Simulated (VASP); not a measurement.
SiC (Moissanite 3C), 2 atoms in the cell. Symmetry: F-43m, No. 216, cubic system. Conventional cell: a = 4.358 Å, b = 4.358 Å, c = 4.358 Å, α = 90.00°, β = 90.00°, γ = 90.00°. Si (site symmetry -43m) is surrounded by 4 C at 1.89 Å. C (site symmetry -43m) is surrounded by 4 Si at 1.89 Å. 

| Quantity | Value |
| --- | --- |
| Program | VASP 6.6.1 |
| Task | relaxation of cell and atoms |
| Functional | PBEsol |
| Dispersion | D3(BJ) |
| Potentials or basis | VASP PAW PBE potentials, release 64 (Si, C) |
| Cutoff | 600 eV |
| k mesh | 10 × 10 × 10 |
| Occupations | fermi-dirac, width 0.05 eV |
| Spin | no spin polarisation |
| Further INCAR settings | ALGO = Normal; EDIFF = 1e-06; IBRION = 2; EDIFFG = -0.005; NSW = 40; ISIF = 3 |

Potentials or basis: VASP PAW PBE potentials, release 64 (Si, C).

Run with:

```bash
$ cat potpaw_PBE.64/Si/POTCAR potpaw_PBE.64/C/POTCAR > POTCAR
$ mpirun -np 1 vasp_std > vasp.out
```

Hardware: 1 thread of Intel(R) Xeon(R) Platinum 8375C CPU @ 2.90GHz (Ice Lake), on a shared host.

How long does it take, and how much memory?

Run time: 20 s on 1 thread of Intel(R) Xeon(R) Platinum 8375C CPU @ 2.90GHz (Ice Lake), with other jobs on the host, peak memory 0.16 GiB. Counts: scf iterations 24, k points 47, ion steps 3.
